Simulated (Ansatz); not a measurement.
# Cu (I4/mmm) in Ansatz: a series of runs

The runs below take Cu through band structure, single point, equation of state, with LDA, PBEsol.

Everything below comes from runs of Ansatz 0.2.0. Logs are shortened: lines on timing, memory, paths and dates and some standing lists are left out, and cuts for length are marked.

## Step 1: The structure

It takes space group I4/mmm (No. 139, tetragonal). Conventional cell: a = 2.886 Å, b = 2.886 Å, c = 2.752 Å, α = 90.00°, β = 90.00°, γ = 90.00°. Cu (site symmetry 4/mmm) has 10 Cu at 2.46 to 2.75 Å as nearest neighbours.

This isn't the form of Cu at room conditions, which is fcc.

## Step 2: Band structure, LDA

Contents of input.yaml:

```yaml
crystal:
  lattice:
    - [-1.44279332, 1.44279332, 1.37608145]
    - [1.44279332, -1.44279332, 1.37608145]
    - [1.44279332, 1.44279332, -1.37608145]
  atoms:
    - { symbol: Cu, position: [0.0, 0.0, 0.0] }
kpoints:
  mp_grid: { grid: [13, 13, 13] }
  band_path:
    path:
      - [0.0, 0.0, 0.0]
      - [0.0, 0.0, 0.5]
      - [-0.5, 0.5, 0.5]
      - [0.0, 0.0, 0.0]
      - [0.4774154906, 0.4774154906, -0.4774154906]
      - [0.25, 0.25, 0.25]
      - [0.0, 0.5, 0.0]
      - [-0.4774154906, 0.5225845094, 0.4774154906]
    npoints: 8
scf:
  occupations: { method: fermi_dirac, width: 0.05 }
hamiltonian:
  xc: lda
  pseudopotentials: { kind: all_electron, lapw: { basis_error: 0.001 } }
output:
  forces: true
  stress: true
  eigenvalues: true
```

Potentials or basis: all-electron LAPW, scalar-relativistic.

The run is started by

```
$ ansatz run input.yaml --threads 1 --pin off --max-ram 3072MiB --backend cpu --events-out ev --progress --plain --runs-dir out
```

What it wrote:

```text
Warning: RAYON_NUM_THREADS=1 ignored (pool sized by the plan → 1); use --threads N
LAPW: plane waves up to 9.194 Å⁻¹, error target 1.0e-3 eV per atom; small_component_spin mean_spin; Cu in spheres of 1.231 Å, 19 of its electrons in bands, Dirac shells [] (how accurate: hamiltonian.pseudopotentials.lapw.basis_error, Limitations)
Engine: ansatz 0.2.0, aarch64-unknown-linux-gnu
Pseudopotentials: kind: all_electron
Pseudopotential: Cu, LAPW, valence charge 19, lapw/all_electron/scalar/gaussian/Cu, Koelling and Harmon's equation, gaussian nucleus
Functional definition: SPW92
  exchange = slater_x
  correlation = pw_c
Crystal: 1 atoms, lattice volume = 11.458 Å³
Basis set: ecut = 322.0644652825877 eV, 141 PW (Γ), exchange–correlation at level 2
Bands: 14, of which v1, the nominal top of the filled ones, is band 10 counted from 1 (9 counted from 0)
Symmetry: 16 space group operations
Space group: I4/mmm (ITA 139), of the structure as read, at distance tolerance 2.3e-5 Å
k-points: 196 of 2197
Non-local potential: Cu, projectors of the file, none
Initial density: superposition of atomic densities (chi_scale 0.1, normalization cell)
Initial wavefunctions: plane waves of lowest kinetic energy (no species holds an atomic orbital)
Functional: x = slater, c = lda
iter 1 solved again at ethr=9.35e-4 eV; its pass at ethr=1.00e-1 eV (dr2=1.78e-1 eV) is discarded
SCF iter   1: F=—  HF=-44965.853039 eV  |F-HF|=—  |Δ(HF+E_count)|=         —  Δρ=5.53e-2  dr2=1.78e-1  ethr=9.35e-4  ⟨swp⟩=2.3  Hψ=19358  notcnv=0
preconditioner: auto → none  [metal: Δε(μ)=0.018 eV  Ē_g=16.425 eV  σ=0.050 eV  W_gap=0.09  n_scr=0 (ndim 8)  ℏωp=36.4 eV  f_vac=0.000  D(μ)=0.63/eV (n_scr^D=4)]
SCF iter   2: F=—  HF=-44966.657745 eV  |F-HF|=—  |Δ(HF+E_count)|=   8.05e-1  Δρ=3.47e-2  dr2=7.11e-2  ethr=9.35e-4  ⟨swp⟩=3.0  Hψ=9183  notcnv=0
iter 3 solved again at ethr=2.85e-6 eV; its pass at ethr=3.74e-4 eV (dr2=5.41e-4 eV) is discarded
SCF iter   3: F=—  HF=-44964.975401 eV  |F-HF|=—  |Δ(HF+E_count)|=    1.68e0  Δρ=2.94e-3  dr2=5.40e-4  ethr=2.85e-6  ⟨swp⟩=2.2  Hψ=13861  notcnv=0
SCF iter   4: F=—  HF=-44964.891884 eV  |F-HF|=—  |Δ(HF+E_count)|=   8.35e-2  Δρ=5.55e-3  dr2=1.76e-3  ethr=2.84e-6  ⟨swp⟩=3.0  Hψ=8993  notcnv=0
SCF iter   5: F=—  HF=-44964.884775 eV  |F-HF|=—  |Δ(HF+E_count)|=   7.11e-3  Δρ=8.78e-4  dr2=4.30e-5  ethr=2.84e-6  ⟨swp⟩=2.2  Hψ=7407  notcnv=0
SCF iter   6: F=—  HF=-44964.884627 eV  |F-HF|=—  |Δ(HF+E_count)|=   1.48e-4  Δρ=3.05e-5  dr2=4.05e-8  ethr=2.26e-7  ⟨swp⟩=2.0  Hψ=7356  notcnv=0
SCF iter   7: F=-44964.884627 eV  HF=-44964.884627 eV  |F-HF|=2.11e-9  |Δ(HF+E_count)|=   4.73e-8  Δρ=1.81e-6  dr2=2.32e-10  ethr=2.13e-10  ⟨swp⟩=3.0  Hψ=7903  notcnv=0
SCF 1 converged in 7 iterations: F = -44964.884627 eV  dr2 = 2.32e-10
NSCF: frozen V_eff on 57 k-points
SCF converged after 7 iterations
Free energy (F): -44964.884627 eV
Harris-Foulkes:  -44964.884627 eV  (|F-HF|=2.11e-9)
Internal energy: -44964.881956 eV  (E = F + TS)
E sigma→0 (E₀):  -44964.883291 eV
Entropy (-TS):   -0.002671 eV (-2.671 meV/atom)
Fermi energy:    16.773897 eV
--- Per-component energies (eV) ---
  E_band       = -355.977563
  E_kinetic    = 45717.332263
  E_xc         = -1769.950786
  E_electrostatic = -88912.263433  (all electrons and nuclei)
  E_smearing   = -0.002671  (= −TS)
  E_closure    = 0.000000  (closes the sum)
  E_atoms      = -44960.173863  (free atoms, spherical and without spin; not in F)
  Σ components = -44964.884627   (vs F -44964.884627, Δ=0.00e0)
  Basis errors (estimates in eV, not in F): energy 2.5e-4 per atom: plane waves 2.4e-4 (1.2e-4 summed), levels above the bands 8.4e-149, relativity 2.5e-9, radial functions 1.2e-5, core shells 5.3e-11; eigenvalues (radial functions only) 2.8e-5; not estimated: angular momenta, meshes, grids; target (lapw.basis_error) 1.0e-3; muffin-tin radii Cu 1.231 Å
--- Forces (eV/Å), atoms counted from 1 ---
  atom   1  Cu     0.00000000    -0.00000000     0.00000000
  max |Σ_I F_I| component: 2.10e-31 eV/Å
--- Stress (GPa, compression-positive) ---
       -7.693455      -0.000000       0.000000
       -0.000000      -7.693455       0.000000
        0.000000       0.000000      -8.012279
  P = ⅓ Tr σ = -7.7997 GPa (-77.997 kbar)
--- Band table (eV; the first three rows and the last of 196) ---
  k-point 0: bands = ["-94.9793", "-52.7301", "-52.7267", "-52.7267", "7.1878", "13.4877", "13.6888", "13.6888", "14.5887", "14.8016", "41.7900", "41.7900", "43.0546", "45.4929"]
  k-point 1: bands = ["-94.9782", "-52.7342", "-52.7325", "-52.7265", "7.4135", "13.4912", "13.6495", "13.7778", "14.5449", "14.7971", "39.1365", "41.6244", "42.5071", "43.9173"]
  k-point 2: bands = ["-94.9754", "-52.7548", "-52.7393", "-52.7259", "8.0742", "13.4872", "13.5418", "14.0309", "14.4538", "14.7862", "35.0234", "40.2631", "41.5349", "41.6988"]
  k-point 195: bands = ["-94.9465", "-52.8271", "-52.8263", "-52.8177", "12.0206", "12.0672", "15.2245", "15.2588", "15.2598", "23.5511", "24.6547", "26.4786", "30.5998", "31.5361"]
```

Wall time 13 s (1 thread of Arm Neoverse V1, shared host); peak memory 0.34 GiB.

What came out:

* Free energy: -44964.8846 eV
* Pressure: -7.8 GPa
* Band gap along the path: none (metal or under the smearing width)

Levels at the corners of the path, in eV from the Fermi level:
```csv
point,band 6,band 7,band 8,band 9,band 10,band 11,band 12,band 13
Γ,-3.29,-3.09,-3.09,-2.19,-1.97,25.02,25.02,26.28
X,-3.75,-2.26,-2.01,-1.32,-0.87,4.18,18.67,18.76
M,-4.74,-1.49,-1.49,-1.44,7.69,7.69,9.52,13.55
Γ,-3.29,-3.09,-3.09,-2.19,-1.97,25.02,25.02,26.28
Z,-4.73,-1.52,-1.52,-1.45,7.76,7.76,9.10,13.57
P,-3.89,-3.80,-1.97,-1.88,6.46,6.81,6.81,7.75
N,-3.99,-2.10,-1.87,-1.29,-0.51,4.71,17.34,17.39
Z1,-4.73,-1.52,-1.52,-1.45,7.76,7.76,9.10,13.57
```

## Step 3: Band structure, PBEsol

input.yaml, as its differences from that of step 2:

```diff
@@ -23,3 +23,3 @@
 hamiltonian:
-  xc: lda
+  xc: pbesol
   pseudopotentials: { kind: all_electron, lapw: { basis_error: 0.001 } }
```

Potentials or basis: all-electron LAPW, scalar-relativistic.

The run is started by

```
$ ansatz run input.yaml --threads 1 --pin off --max-ram 3072MiB --backend cpu --events-out ev --progress --plain --runs-dir out
```

Wall time 13 s (1 thread of Arm Neoverse V1, shared host); peak memory 0.33 GiB.

It converged, with:

* Free energy: -44997.8649 eV
* Pressure: -1.4 GPa
* Band gap along the path: none (metal or under the smearing width)

Levels at the corners of the path, in eV from the Fermi level:
| point | band 6 | band 7 | band 8 | band 9 | band 10 | band 11 | band 12 | band 13 |
| --- | --- | --- | --- | --- | --- | --- | --- | --- |
| Γ | -3.24 | -3.04 | -3.04 | -2.15 | -1.94 | 24.91 | 24.91 | 26.16 |
| X | -3.70 | -2.22 | -1.97 | -1.28 | -0.93 | 4.21 | 18.61 | 18.87 |
| M | -4.72 | -1.45 | -1.45 | -1.40 | 7.70 | 7.70 | 9.54 | 13.42 |
| Γ | -3.24 | -3.04 | -3.04 | -2.15 | -1.94 | 24.91 | 24.91 | 26.16 |
| Z | -4.70 | -1.48 | -1.48 | -1.41 | 7.78 | 7.78 | 9.12 | 13.44 |
| P | -3.87 | -3.77 | -1.94 | -1.84 | 6.43 | 6.76 | 6.76 | 7.87 |
| N | -3.95 | -2.06 | -1.83 | -1.25 | -0.56 | 4.74 | 17.35 | 17.44 |
| Z1 | -4.70 | -1.48 | -1.48 | -1.41 | 7.78 | 7.78 | 9.12 | 13.44 |

## Step 4: Single point, LDA, 10.77 Å³/atom (volume scaled by 0.94)

Contents of input.yaml:

```yaml
crystal:
  lattice:
    - [-1.413340294, 1.413340294, 1.3479902729]
    - [1.413340294, -1.413340294, 1.3479902729]
    - [1.413340294, 1.413340294, -1.3479902729]
  atoms:
    - { symbol: Cu, position: [0.0, 0.0, 0.0] }
kpoints:
  mp_grid: { grid: [13, 13, 13] }
scf:
  occupations: { method: fermi_dirac, width: 0.05 }
hamiltonian:
  xc: lda
  pseudopotentials: { kind: all_electron, lapw: { basis_error: 0.001 } }
output:
  forces: true
  stress: true
  eigenvalues: true
```

Potentials or basis: all-electron LAPW, scalar-relativistic.

The run is started by

```
$ ansatz run input.yaml --threads 1 --pin off --max-ram 3072MiB --backend cpu --events-out ev --progress --plain --runs-dir out
```

What it wrote:

```text
Warning: RAYON_NUM_THREADS=1 ignored (pool sized by the plan → 1); use --threads N
LAPW: plane waves up to 9.417 Å⁻¹, error target 1.0e-3 eV per atom; small_component_spin mean_spin; Cu in spheres of 1.205 Å, 19 of its electrons in bands, Dirac shells [] (how accurate: hamiltonian.pseudopotentials.lapw.basis_error, Limitations)
[... 6 set-up lines as earlier in the session ...]
Crystal: 1 atoms, lattice volume = 10.771 Å³
Basis set: ecut = 337.88171940732195 eV, 141 PW (Γ), exchange–correlation at level 2
Bands: 14, of which v1, the nominal top of the filled ones, is band 10 counted from 1 (9 counted from 0)
[... 1 set-up line as earlier in the session ...]
Space group: I4/mmm (ITA 139), of the structure as read, at distance tolerance 2.2e-5 Å
k-points: 196 of 2197
[... 4 set-up lines as earlier in the session ...]
iter 1 solved again at ethr=9.71e-4 eV; its pass at ethr=1.00e-1 eV (dr2=1.85e-1 eV) is discarded
SCF iter   1: F=—  HF=-44965.882134 eV  |F-HF|=—  |Δ(HF+E_count)|=         —  Δρ=5.93e-2  dr2=1.85e-1  ethr=9.71e-4  ⟨swp⟩=2.3  Hψ=19290  notcnv=0
preconditioner: auto → none  [metal: Δε(μ)=0.024 eV  Ē_g=17.194 eV  σ=0.050 eV  W_gap=0.12  n_scr=0 (ndim 8)  ℏωp=37.5 eV  f_vac=0.000  D(μ)=0.59/eV (n_scr^D=4)]
SCF iter   2: F=—  HF=-44966.527542 eV  |F-HF|=—  |Δ(HF+E_count)|=   6.45e-1  Δρ=3.55e-2  dr2=6.70e-2  ethr=9.71e-4  ⟨swp⟩=3.0  Hψ=9116  notcnv=0
iter 3 solved again at ethr=1.92e-7 eV; its pass at ethr=3.53e-4 eV (dr2=3.64e-5 eV) is discarded
SCF iter   3: F=—  HF=-44964.956671 eV  |F-HF|=—  |Δ(HF+E_count)|=    1.57e0  Δρ=9.67e-4  dr2=3.59e-5  ethr=1.92e-7  ⟨swp⟩=3.0  Hψ=14784  notcnv=0
SCF iter   4: F=—  HF=-44964.901085 eV  |F-HF|=—  |Δ(HF+E_count)|=   5.56e-2  Δρ=4.76e-3  dr2=1.16e-3  ethr=1.89e-7  ⟨swp⟩=3.2  Hψ=9280  notcnv=0
SCF iter   5: F=—  HF=-44964.896789 eV  |F-HF|=—  |Δ(HF+E_count)|=   4.30e-3  Δρ=6.14e-4  dr2=1.83e-5  ethr=1.89e-7  ⟨swp⟩=3.0  Hψ=8427  notcnv=0
SCF iter   6: F=—  HF=-44964.896738 eV  |F-HF|=—  |Δ(HF+E_count)|=   5.14e-5  Δρ=1.28e-5  dr2=8.51e-9  ethr=9.64e-8  ⟨swp⟩=2.0  Hψ=7338  notcnv=0
SCF iter   7: F=-44964.896738 eV  HF=-44964.896738 eV  |F-HF|=6.56e-9  |Δ(HF+E_count)|=   3.13e-8  Δρ=2.66e-6  dr2=4.58e-10  ethr=4.48e-11  ⟨swp⟩=3.0  Hψ=8354  notcnv=0
SCF 1 converged in 7 iterations: F = -44964.896738 eV  dr2 = 4.58e-10
SCF converged after 7 iterations
Free energy (F): -44964.896738 eV
Harris-Foulkes:  -44964.896738 eV  (|F-HF|=6.56e-9)
Internal energy: -44964.894362 eV  (E = F + TS)
E sigma→0 (E₀):  -44964.895550 eV
Entropy (-TS):   -0.002376 eV (-2.376 meV/atom)
Fermi energy:    18.180534 eV
--- Per-component energies (eV) ---
  E_band       = -332.799214
  E_kinetic    = 45719.604027
  E_xc         = -1770.499312
  E_electrostatic = -88913.999077  (all electrons and nuclei)
  E_smearing   = -0.002376  (= −TS)
  E_closure    = 0.000000  (closes the sum)
  E_atoms      = -44960.173863  (free atoms, spherical and without spin; not in F)
  Σ components = -44964.896738   (vs F -44964.896738, Δ=0.00e0)
  Basis errors (estimates in eV, not in F): energy 2.5e-4 per atom: plane waves 2.4e-4 (1.2e-4 summed), levels above the bands 1.1e-158, relativity 3.1e-9, radial functions 1.2e-5, core shells 1.1e-10; eigenvalues (radial functions only) 2.8e-5; not estimated: angular momenta, meshes, grids; target (lapw.basis_error) 1.0e-3; muffin-tin radii Cu 1.205 Å
--- Forces (eV/Å), atoms counted from 1 ---
  atom   1  Cu     0.00000000     0.00000000     0.00000000
  max |Σ_I F_I| component: 1.97e-31 eV/Å
--- Stress (GPa, compression-positive) ---
        2.756030      -0.000000       0.000000
       -0.000000       2.756030      -0.000000
        0.000000      -0.000000       2.993041
  P = ⅓ Tr σ = 2.8350 GPa (28.350 kbar)
--- Band table (eV; the first three rows and the last of 196) ---
  k-point 0: bands = ["-93.7403", "-51.4710", "-51.4692", "-51.4692", "8.0961", "14.6650", "14.8866", "14.8866", "15.8707", "16.1035", "43.8091", "43.8091", "45.0912", "48.1379"]
  k-point 1: bands = ["-93.7389", "-51.4786", "-51.4740", "-51.4689", "8.3321", "14.6684", "14.8432", "14.9841", "15.8219", "16.0986", "41.2534", "43.6235", "44.5925", "46.5411"]
  k-point 2: bands = ["-93.7351", "-51.5047", "-51.4825", "-51.4682", "9.0219", "14.6621", "14.7239", "15.2614", "15.7211", "16.0869", "37.1037", "42.3336", "43.6726", "44.2974"]
  k-point 195: bands = ["-93.6966", "-51.5952", "-51.5941", "-51.5809", "13.0357", "13.0909", "16.5720", "16.6096", "16.6103", "25.1992", "26.3311", "28.2360", "32.5117", "33.4661"]
```

It took 12 s on 1 thread of Arm Neoverse V1, shared host; peak memory 0.34 GiB.

Results:

| Property | Result |
| --- | --- |
| Free energy | -44964.8967 eV |
| Pressure | 2.8 GPa |
| Band gap on the k mesh | none (metal or under the smearing width) |

## Step 5: Single point, LDA, 11.00 Å³/atom (volume scaled by 0.96)

input.yaml, as its differences from that of step 4:

```diff
@@ -2,5 +2,5 @@
   lattice:
-    - [-1.413340294, 1.413340294, 1.3479902729]
-    - [1.413340294, -1.413340294, 1.3479902729]
-    - [1.413340294, 1.413340294, -1.3479902729]
+    - [-1.4232937226, 1.4232937226, 1.3574834749]
+    - [1.4232937226, -1.4232937226, 1.3574834749]
+    - [1.4232937226, 1.4232937226, -1.3574834749]
   atoms:
```

The run is started by

```
$ ansatz run input.yaml --threads 1 --pin off --max-ram 3072MiB --backend cpu --events-out ev --progress --plain --runs-dir out
```

It took 12 s on 1 thread of Arm Neoverse V1, shared host; peak memory 0.33 GiB.

It converged, with:

```
Free energy            : -44964.8979 eV
Pressure               : -1.2 GPa
Band gap on the k mesh : none (metal or under the smearing width)
```

## Step 6: Single point, LDA, 11.23 Å³/atom (volume scaled by 0.98)

input.yaml, as its differences from that of step 5:

```diff
@@ -2,5 +2,5 @@
   lattice:
-    - [-1.4232937226, 1.4232937226, 1.3574834749]
-    - [1.4232937226, -1.4232937226, 1.3574834749]
-    - [1.4232937226, 1.4232937226, -1.3574834749]
+    - [-1.4331098516, 1.4331098516, 1.3668457257]
+    - [1.4331098516, -1.4331098516, 1.3668457257]
+    - [1.4331098516, 1.4331098516, -1.3668457257]
   atoms:
```

Potentials or basis: all-electron LAPW, scalar-relativistic.

The run is started by

```
$ ansatz run input.yaml --threads 1 --pin off --max-ram 3072MiB --backend cpu --events-out ev --progress --plain --runs-dir out
```

It took 12 s on 1 thread of Arm Neoverse V1, shared host; peak memory 0.33 GiB.

It converged, with:

| Property | Result |
| --- | --- |
| Free energy | -44964.8936 eV |
| Pressure | -4.7 GPa |
| Band gap on the k mesh | none (metal or under the smearing width) |

## Step 7: Single point, LDA, 11.46 Å³/atom

input.yaml, as its differences from that of step 6:

```diff
@@ -2,5 +2,5 @@
   lattice:
-    - [-1.4331098516, 1.4331098516, 1.3668457257]
-    - [1.4331098516, -1.4331098516, 1.3668457257]
-    - [1.4331098516, 1.4331098516, -1.3668457257]
+    - [-1.44279332, 1.44279332, 1.37608145]
+    - [1.44279332, -1.44279332, 1.37608145]
+    - [1.44279332, 1.44279332, -1.37608145]
   atoms:
```

The run is started by

```
$ ansatz run input.yaml --threads 1 --pin off --max-ram 3072MiB --backend cpu --events-out ev --progress --plain --runs-dir out
```

It took 12 s on 1 thread of Arm Neoverse V1, shared host; peak memory 0.33 GiB.

The run converged. Its results:

```yaml
Free_energy: -44964.8846 eV
Pressure: -7.8 GPa
Band_gap_on_the_k_mesh: none (metal or under the smearing width)
```

## Step 8: Single point, LDA, 11.69 Å³/atom (volume scaled by 1.02)

input.yaml, as its differences from that of step 7:

```diff
@@ -2,5 +2,5 @@
   lattice:
-    - [-1.44279332, 1.44279332, 1.37608145]
-    - [1.44279332, -1.44279332, 1.37608145]
-    - [1.44279332, 1.44279332, -1.37608145]
+    - [-1.4523485211, 1.4523485211, 1.3851948378]
+    - [1.4523485211, -1.4523485211, 1.3851948378]
+    - [1.4523485211, 1.4523485211, -1.3851948378]
   atoms:
```

The run is started by

```
$ ansatz run input.yaml --threads 1 --pin off --max-ram 3072MiB --backend cpu --events-out ev --progress --plain --runs-dir out
```

Wall time 12 s (1 thread of Arm Neoverse V1, shared host); peak memory 0.33 GiB.

Results (log left out):

```yaml
Free_energy: -44964.8715 eV
Pressure: -10.5 GPa
Band_gap_on_the_k_mesh: none (metal or under the smearing width)
```

## Step 9: Single point, LDA, 11.92 Å³/atom (volume scaled by 1.04)

input.yaml, as its differences from that of step 8:

```diff
@@ -2,5 +2,5 @@
   lattice:
-    - [-1.4523485211, 1.4523485211, 1.3851948378]
-    - [1.4523485211, -1.4523485211, 1.3851948378]
-    - [1.4523485211, 1.4523485211, -1.3851948378]
+    - [-1.4617796199, 1.4617796199, 1.3941898615]
+    - [1.4617796199, -1.4617796199, 1.3941898615]
+    - [1.4617796199, 1.4617796199, -1.3941898615]
   atoms:
```

Potentials or basis: all-electron LAPW, scalar-relativistic.

The run is started by

```
$ ansatz run input.yaml --threads 1 --pin off --max-ram 3072MiB --backend cpu --events-out ev --progress --plain --runs-dir out
```

Run time: 12 s. Hardware: 1 thread of Arm Neoverse V1, shared host; peak memory 0.33 GiB.

It converged, with:

```yaml
Free_energy: -44964.8547 eV
Pressure: -12.9 GPa
Band_gap_on_the_k_mesh: none (metal or under the smearing width)
```

## Step 10: Single point, LDA, 12.15 Å³/atom (volume scaled by 1.06)

input.yaml, as its differences from that of step 9:

```diff
@@ -2,5 +2,5 @@
   lattice:
-    - [-1.4617796199, 1.4617796199, 1.3941898615]
-    - [1.4617796199, -1.4617796199, 1.3941898615]
-    - [1.4617796199, 1.4617796199, -1.3941898615]
+    - [-1.4710905692, 1.4710905692, 1.4030702911]
+    - [1.4710905692, -1.4710905692, 1.4030702911]
+    - [1.4710905692, 1.4710905692, -1.4030702911]
   atoms:
```

The run is started by

```
$ ansatz run input.yaml --threads 1 --pin off --max-ram 3072MiB --backend cpu --events-out ev --progress --plain --runs-dir out
```

Wall time 12 s (1 thread of Arm Neoverse V1, shared host); peak memory 0.34 GiB.

Results (log left out):

| Property | Result |
| --- | --- |
| Free energy | -44964.8346 eV |
| Pressure | -15.0 GPa |
| Band gap on the k mesh | none (metal or under the smearing width) |

## Step 11: Equation of state, LDA

This step only gathers the single runs of the series.

What came out:

```yaml
Equilibrium_volume: 10.93 Å³/atom
Bulk_modulus_at_fixed_shape_and_positions: 186 GPa
Pressure_derivative_of_the_bulk_modulus: 5.1
```

Energy against volume, from the lowest point:
```csv
volume (Å³/atom),energy (meV/atom)
10.771,1.13
11.000,0.00
11.229,4.25
11.458,13.24
11.687,26.39
11.916,43.21
12.146,63.23
```

Caveat: the cell was scaled at fixed shape and fractional positions, which overstates the stiffness of a crystal with free parameters, most of all of layers and chains.

## Step 12: Summary

| task | level | cutoff (eV) | pressure (GPa) |
| --- | --- | --- | --- |
| band structure | LDA | 322 | -7.8 |
| band structure | PBEsol | 322 | -1.4 |
| equation of state | LDA | - | - |

Alike in all rows: potentials or basis all-electron LAPW, scalar-relativistic; no spin polarisation; cell as given; k mesh 13 × 13 × 13; smearing fermi-dirac 0.05 eV; basis error allowed 0.001 eV/atom.

Caveats: the cell was scaled at fixed shape and fractional positions, which overstates the stiffness of a crystal with free parameters, most of all of layers and chains (some runs).

Compare energies only between runs with the same functional and basis.
